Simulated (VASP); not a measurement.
**ZnS: band structure with PBEsol0**

**What was measured.**

“Electronic, vibrational, and thermodynamic properties of ZnS (zincblende and rocksalt structure)”, 2009, arxiv:0911.5022 quotes, for a bulk crystal of ZnS at 19 K: band gap 3.85 eV (direct).

ZnS:

```xyz
2
Lattice="0.0000 2.7020 2.7020 2.7020 0.0000 2.7020 2.7020 2.7020 0.0000" Properties=species:S:1:pos:R:3 pbc="T T T"
Zn    4.0530    4.0530    4.0530
S     0.0000    0.0000    0.0000
```

- Program: VASP 6.6.1
- Task: band structure
- Functional: PBEsol0
- Potentials or basis: VASP PAW PBE potentials, release 64 (Zn, S)
- Cutoff: 520 eV
- k mesh: 5 × 5 × 5
- Occupations: fermi-dirac, width 0.05 eV
- Spin: no spin polarisation
- Grid for exact exchange (PRECFOCK): Fast
- Exchange at q = 0: default
- Further INCAR settings: ALGO = Normal; EDIFF = 1e-06; NBANDS = 16

| Quantity | Value |
| --- | --- |
| Pressure | -1.9 GPa |
| Band gap on the k mesh | 3.90 eV, direct |

Levels at the corners of the path, in eV from the valence-band top:
```csv
point,band 7,band 8,band 9,band 10,band 11,band 12
Γ,-0.20,-0.20,-0.20,3.70,8.15,8.15
X,-4.99,-2.29,-2.29,4.75,5.69,12.98
X,-4.99,-2.29,-2.29,4.75,5.69,12.98
W,-4.82,-2.94,-2.83,7.20,8.05,9.68
W,-4.82,-2.94,-2.83,7.20,8.05,9.68
K,-5.96,-4.39,-2.92,5.62,7.75,11.20
K,-5.96,-4.39,-2.92,5.62,7.75,11.20
Γ,-0.20,-0.20,-0.20,3.70,8.15,8.15
Γ,-0.20,-0.20,-0.20,3.70,8.15,8.15
L,-5.69,-0.90,-0.90,4.96,8.65,8.65
L,-5.69,-0.90,-0.90,4.96,8.65,8.65
U,-5.96,-4.39,-2.92,5.62,7.75,11.20
U,-5.96,-4.39,-2.92,5.62,7.75,11.20
W,-4.82,-2.94,-2.83,7.20,8.05,9.68
W,-4.82,-2.94,-2.83,7.20,8.05,9.68
L,-5.69,-0.90,-0.90,4.96,8.65,8.65
L,-5.69,-0.90,-0.90,4.96,8.65,8.65
K,-5.96,-4.39,-2.92,5.62,7.75,11.20
U,-5.96,-4.39,-2.92,5.62,7.75,11.20
X,-4.99,-2.29,-2.29,4.75,5.69,12.98
```

It took 17 min on 1 thread of Intel(R) Xeon(R) Platinum 8559C (Emerald Rapids), on a shared host, peak memory 0.21 GiB.

Measured gap of ZnS: 3.85 eV (direct; 19 K; quoted in “Electronic, vibrational, and thermodynamic properties of ZnS (zincblende and rocksalt structure)”, 2009, arxiv:0911.5022). This calculation gives 3.90 eV (+0.05 eV). The value is that of PBEsol0, without temperature or zero-point motion.

Caveat: an unscreened hybrid on a path of extra k points without a Coulomb cutoff has errors near the mesh points, so the bands along the path aren't reliable; the PAW data sets were made with another functional, which shifts forces and pressure a little.
